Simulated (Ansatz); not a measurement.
# SiNi (P2_13) in Ansatz: band structure with PBEsol

Aim: the band structure of SiNi with PBEsol.

Everything below comes from runs of Ansatz 0.2.0. Logs are shortened: lines on timing, memory, paths and dates and some standing lists are left out, and cuts for length are marked.

### Step 1. Starting point

The structure is cubic, space group P2_13 (No. 198). Conventional cell: a = 4.504 Å, b = 4.504 Å, c = 4.504 Å, α = 90.00°, β = 90.00°, γ = 90.00°. Around Ni (site symmetry 3) lie 7 Si at 2.36 to 2.44 Å. Around Si (site symmetry 3) lie 7 Ni at 2.36 to 2.44 Å.

The cell is a database's computed one.

### Step 2. Band structure, PBEsol, collinear spin, ferromagnetic start

File input.yaml:

```yaml
crystal:
  lattice:
    - [4.503694, 0.0, 0.0]
    - [0.0, 4.503694, 0.0]
    - [0.0, 0.0, 4.503694]
  atoms:
    - { symbol: Ni, position: [0.149504, 0.149504, 0.149504], spin: 1.0 }
    - { symbol: Ni, position: [0.649504, 0.350496, 0.850496], spin: 1.0 }
    - { symbol: Ni, position: [0.850496, 0.649504, 0.350496], spin: 1.0 }
    - { symbol: Ni, position: [0.350496, 0.850496, 0.649504], spin: 1.0 }
    - { symbol: Si, position: [0.84683, 0.84683, 0.84683] }
    - { symbol: Si, position: [0.34683, 0.65317, 0.15317] }
    - { symbol: Si, position: [0.15317, 0.34683, 0.65317] }
    - { symbol: Si, position: [0.65317, 0.15317, 0.34683] }
hamiltonian:
  xc: pbesol
  pseudopotentials: { kind: paw }
magnetization:
  spin_polarized: true
kpoints:
  mp_grid: { grid: [6, 6, 6] }
  band_path:
    path:
      - [[0.0, 0.0, 0.0], [0.0, 0.5, 0.0], [0.5, 0.5, 0.0], [0.0, 0.0, 0.0], [0.5, 0.5, 0.5], [0.0, 0.5, 0.0]]
      - [[0.5, 0.5, 0.0], [0.5, 0.5, 0.5]]
    npoints: 10
scf:
  occupations: { method: fermi_dirac, width: 0.05 }
  n_extra_bands: 20
output:
  forces: true
  stress: true
  eigenvalues: true
  fatbands: true
```

Potentials or basis: Ansatz PAW.

Run with:

```
$ ansatz run input.yaml --threads 4 --pin off --max-ram 11264MiB --backend cpu --events-out ev --progress --plain --runs-dir out
```

Log:

```text
Warning: RAYON_NUM_THREADS=4 ignored (pool sized by the plan → 4); use --threads N
scf.n_extra_bands = 20 over 44 filled bands (N_el = 88.0): the run solves 64 bands
Engine: ansatz 0.2.0, aarch64-unknown-linux-gnu
Pseudopotentials: kind: paw
Pseudopotential: Ni, paw, valence charge 18, recommended cutoff 420 eV (normal), Ni.paw.azcp
Pseudopotential: Si, paw, valence charge 4, recommended cutoff 420 eV (normal), Si.paw.azcp
Functional definition: PBEsol
  exchange = pbesol_x
  correlation = pbesol_c
Crystal: 8 atoms, lattice volume = 91.350 Å³
Basis set: ecut = 420 eV, 1791 PW (Γ), exchange–correlation on 64×64×64 points (8 copies of the dense FFT grid, shifted against one another)
Bands: 64, of which v1, the nominal top of the filled ones, is band 44 counted from 1 (43 counted from 0)
Symmetry: 12 space group operations
Space group: P213 (ITA 198), of the structure as read, at distance tolerance 4.5e-5 Å
Magnetic group: BNS 198.9 (UNI 1511), of the structure as read, at distance tolerance 4.5e-5 Å
k-points: 24 of 216 (time reversal used)
Non-local potential: Ni, projectors of the file, l = 0: 3, l = 1: 2, l = 2: 3, l = 3: 1
Non-local potential: Si, projectors of the file, l = 0: 2, l = 1: 2, l = 2: 2
PAW form: soft (Blöchl's): semilocal exchange-correlation on the pseudo side does not see the compensation charge
PAW frozen core: Ni, regenerated for the run's functional, and the local potential with it (the file was generated under x = pbe(κ = 0.804, μ = 0.2195149727645171), c = pbe(β = 0.06672455060314922))
PAW frozen core: Si, regenerated for the run's functional, and the local potential with it (the file was generated under x = pbe(κ = 0.804, μ = 0.2195149727645171), c = pbe(β = 0.06672455060314922))
PAW one-centre angular grid: Ni, 590 points (default); XC on 64 Gauss nodes
PAW one-centre angular grid: Si, 110 points (default); XC on 64 Gauss nodes
[... 25 lines left out ...]
Spin contamination: 0.0000 ħ² per cell (⟨S²⟩ above its minimum at these occupations)
Per-site moments (μB) at R_I (Å): [(7.947103029809767e-8, 0.973931856589587), (7.947103045875389e-8, 0.973931856589587), (7.947103045342241e-8, 0.973931856589587), (7.947103041142577e-8, 0.973931856589587), (-8.675992364761095e-9, 0.973931856589587), (-8.675992282130325e-9, 0.973931856589587), (-8.675992679404874e-9, 0.973931856589587), (-8.67599229385367e-9, 0.973931856589587)]
Free energy (F): -25709.836201 eV
Harris-Foulkes:  -25709.836201 eV  (|F-HF|=2.07e-8)
Internal energy: -25709.812223 eV  (E = F + TS)
E sigma→0 (E₀):  -25709.824212 eV
Entropy (-TS):   -0.023978 eV (-2.997 meV/atom)
Fermi energy:    16.328511 eV
--- Per-component energies (eV) ---
  E_band       = -1189.212359
  E_kinetic    = 1316.601323
  E_local      = -17327.507056  (includes V_loc(G=0)·N_el)
  E_nonlocal   = 2651.869186
  E_hartree    = 7463.727250
  E_xc         = -566.719621
  E_vxc        = -638.095616  (∫ρ·V_xc dr)
  E_paw        = -8383.430060  (= ΣΔE_a)
  E_vpaw       = -2119.510451  (= ΣTr[D̂ρ^β])
  E_aug_tail   = 0.002160  (compensation charges beyond the density's cutoff)
  E_ewald      = -10865.270803
  E_core_change = 0.915398  (= ΣΔE_core)
  E_smearing   = -0.023978  (= −TS)
  E_closure    = 0.000000  (closes the sum)
  Σ components = -25709.836201   (vs F -25709.836201, Δ=0.00e0)
--- Forces (eV/Å), atoms counted from 1 ---
  atom   1  Ni    -0.02203107    -0.02203107    -0.02203107
  atom   2  Ni    -0.02203107     0.02203107     0.02203107
  atom   3  Ni     0.02203107    -0.02203107     0.02203107
  atom   4  Ni     0.02203107     0.02203107    -0.02203107
  atom   5  Si    -0.02200273    -0.02200273    -0.02200273
  atom   6  Si    -0.02200273     0.02200273     0.02200273
  atom   7  Si     0.02200273    -0.02200273     0.02200273
  atom   8  Si     0.02200273     0.02200273    -0.02200273
  max |Σ_I F_I| component: 1.39e-17 eV/Å
--- Stress (GPa, compression-positive) ---
       -4.643492       0.000000      -0.000000
        0.000000      -4.643492       0.000000
       -0.000000      -0.000000      -4.643492
  P = ⅓ Tr σ = -4.6435 GPa (-46.435 kbar)
--- Band table (eV; the first three rows and the last of 48) ---
  k-point 0 ↑: bands = ["-87.5186", "-87.5136", "-87.5136", "-87.5136", "-48.1792", "-48.1792", "-48.1792", "-48.1597", "-48.0423", "-48.0423", "-48.0423", "-48.0238", "-48.0238", "-48.0165", "-48.0165", "-48.0165", "2.1289", "7.5439", "7.5439", "7.5439", "10.0379", "10.0379", "10.0379", "11.6850", "11.6850", "11.6850", "12.2747", "12.3154", "12.3154", "12.6090", "12.6090", "12.6090", "12.9984", "12.9984", "12.9984", "14.0173", "14.0173", "14.0173", "14.1064", "14.1064", "14.7435", "14.7435", "14.7435", "17.3281", "17.3281", "17.3281", "17.7313", "17.7313", "18.3531", "18.3531", "18.3531", "19.7447", "20.8456", "20.8456", "20.8456", "23.6123", "23.6123", "23.6123", "23.9571", "25.0003", "25.0003", "25.0003", "25.5149", "30.0463"]
  k-point 1 ↑: bands = ["-87.5183", "-87.5144", "-87.5135", "-87.5131", "-48.1812", "-48.1796", "-48.1759", "-48.1607", "-48.0461", "-48.0436", "-48.0372", "-48.0235", "-48.0225", "-48.0179", "-48.0176", "-48.0158", "2.3280", "6.4378", "7.6771", "8.2305", "9.5842", "10.1476", "10.7777", "11.0230", "11.3606", "12.1084", "12.2713", "12.3448", "12.5326", "12.5334", "12.6186", "12.6271", "12.9337", "12.9551", "13.2018", "13.8437", "13.8859", "14.0634", "14.1239", "14.2139", "14.5712", "14.6743", "15.2340", "16.5883", "16.7463", "16.9791", "17.2137", "18.1439", "18.6441", "18.6774", "19.1624", "19.9944", "20.4552", "21.6672", "22.1020", "22.3193", "22.5384", "23.1661", "23.8854", "25.5009", "26.3864", "26.5105", "26.7321", "28.0855"]
  k-point 2 ↑: bands = ["-87.5176", "-87.5154", "-87.5133", "-87.5129", "-48.1819", "-48.1805", "-48.1717", "-48.1634", "-48.0480", "-48.0461", "-48.0314", "-48.0230", "-48.0204", "-48.0198", "-48.0194", "-48.0160", "2.9158", "5.0917", "8.0533", "8.7036", "9.5375", "10.2706", "10.4035", "10.8765", "11.5306", "11.7258", "12.2640", "12.4152", "12.5619", "12.5917", "12.7172", "12.7392", "12.8917", "13.0561", "13.2567", "13.5357", "13.8468", "13.9699", "14.1797", "14.2059", "14.4911", "14.4987", "15.6693", "16.1409", "16.2531", "16.3403", "17.6273", "18.6356", "18.9976", "19.0944", "19.6206", "20.5425", "20.5982", "21.0875", "21.2855", "22.2177", "23.3779", "24.1737", "24.4837", "25.3475", "26.5154", "27.8623", "28.4329", "28.6404"]
  k-point 23 ↓: bands = ["-87.5148", "-87.5148", "-87.5148", "-87.5148", "-48.1747", "-48.1747", "-48.1747", "-48.1747", "-48.0404", "-48.0404", "-48.0404", "-48.0404", "-48.0155", "-48.0155", "-48.0155", "-48.0155", "6.2851", "6.2851", "6.2851", "6.2851", "8.6176", "8.6176", "8.6176", "8.6176", "12.2944", "12.2944", "12.2944", "12.2944", "12.5191", "12.5191", "12.5191", "12.5191", "13.7066", "13.7066", "13.7066", "13.7066", "13.7119", "13.7119", "13.7119", "13.7119", "14.5832", "14.5832", "14.5832", "14.5832", "20.5024", "20.5024", "20.5024", "20.5024", "20.8610", "20.8610", "20.8610", "20.8610", "22.8309", "22.8309", "22.8309", "22.8309", "24.1525", "24.1525", "24.1525", "24.1525", "24.2990", "24.2990", "24.2990", "24.2990"]
```

It took 55 s on 4 threads of Arm Neoverse N1, shared host; peak memory 0.66 GiB.

What came out:

| Quantity | Value |
| --- | --- |
| Free energy | -25709.8362 eV |
| Pressure | -4.6 GPa |
| Largest force | 0.038 eV/Å |
| Band gap on the k mesh | none (metal or under the smearing width) |
| Net moment | 0.00 μB per cell |
| Absolute moment | 0.00 μB per cell |

Forces in eV/Å, atoms in the order of the input:
```
Ni  -0.022 -0.022 -0.022
Ni  -0.022  0.022  0.022
Ni   0.022 -0.022  0.022
Ni   0.022  0.022 -0.022
Si  -0.022 -0.022 -0.022
Si  -0.022  0.022  0.022
Si   0.022 -0.022  0.022
Si   0.022  0.022 -0.022
```

Levels at the corners of the path, in eV from the Fermi level:
Spin up:
| point | band 40 | band 41 | band 42 | band 43 | band 44 | band 45 | band 46 | band 47 | band 48 | band 49 |
| --- | --- | --- | --- | --- | --- | --- | --- | --- | --- | --- |
| Γ | -2.22 | -1.59 | -1.59 | -1.59 | 1.00 | 1.00 | 1.00 | 1.40 | 1.40 | 2.02 |
| X | -2.09 | -1.96 | -1.96 | -0.59 | -0.59 | -0.18 | -0.18 | 2.75 | 2.75 | 2.88 |
| M | -2.38 | -1.50 | -1.50 | -0.94 | -0.94 | 0.36 | 0.36 | 0.88 | 0.88 | 3.89 |
| Γ | -2.22 | -1.59 | -1.59 | -1.59 | 1.00 | 1.00 | 1.00 | 1.40 | 1.40 | 2.02 |
| R | -2.62 | -1.75 | -1.75 | -1.75 | -1.75 | 4.17 | 4.17 | 4.17 | 4.17 | 4.53 |
| X | -2.09 | -1.96 | -1.96 | -0.59 | -0.59 | -0.18 | -0.18 | 2.75 | 2.75 | 2.88 |
| M | -2.38 | -1.50 | -1.50 | -0.94 | -0.94 | 0.36 | 0.36 | 0.88 | 0.88 | 3.89 |
| R | -2.62 | -1.75 | -1.75 | -1.75 | -1.75 | 4.17 | 4.17 | 4.17 | 4.17 | 4.53 |
Spin down:
```tsv
point	band 41	band 42	band 43	band 44	band 45	band 46	band 47	band 48
Γ	-1.59	-1.59	-1.59	1.00	1.00	1.00	1.40	1.40
X	-1.96	-1.96	-0.59	-0.59	-0.18	-0.18	2.75	2.75
M	-1.50	-1.50	-0.94	-0.94	0.36	0.36	0.88	0.88
Γ	-1.59	-1.59	-1.59	1.00	1.00	1.00	1.40	1.40
R	-1.75	-1.75	-1.75	-1.75	4.17	4.17	4.17	4.17
X	-1.96	-1.96	-0.59	-0.59	-0.18	-0.18	2.75	2.75
M	-1.50	-1.50	-0.94	-0.94	0.36	0.36	0.88	0.88
R	-1.75	-1.75	-1.75	-1.75	4.17	4.17	4.17	4.17
```

Caveat: the PAW data sets come from PBE, with cores solved anew for the run's functional, which leaves a small shift of forces and pressure; the starting moments weren't kept.
